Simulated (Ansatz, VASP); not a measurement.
# Two plane-wave programs on Mn

```xyz
1
Lattice="-1.4642 1.4642 1.4642 1.4642 -1.4642 1.4642 1.4642 1.4642 -1.4642" Properties=species:S:1:pos:R:3 pbc="T T T"
Mn    0.0000    0.0000    0.0000
```

Alike in both runs: task single point; functional BLYP; k mesh 18 × 18 × 18; occupations fermi-dirac, width 0.1 eV; no spin polarisation.

```csv
,VASP,Ansatz
version,VASP 6.6.1,Ansatz 0.2.0
potentials or method,"VASP PAW PBE potentials, release 64 (Mn_pv)","plane waves (420 eV) with PAW, scalar-relativistic"
plane-wave cutoff (eV),520,420
valence electrons in the cell,13,15
```

```tsv
	VASP	Ansatz	Ansatz less VASP
pressure (GPa)	-21.4	-21.7	-0.30
```

The two sets of potentials don't hold the same shells in valence.

Caveats: so large a pressure means that the cell lies far from this level's equilibrium, or that cutoff or potentials fall short (VASP); the potentials were made for another functional, which shifts forces and pressure (VASP); the run has no spin polarisation, though such a crystal can be magnetic. Spin polarisation is off, so any magnetic state and its effect on volume and gap are missing.
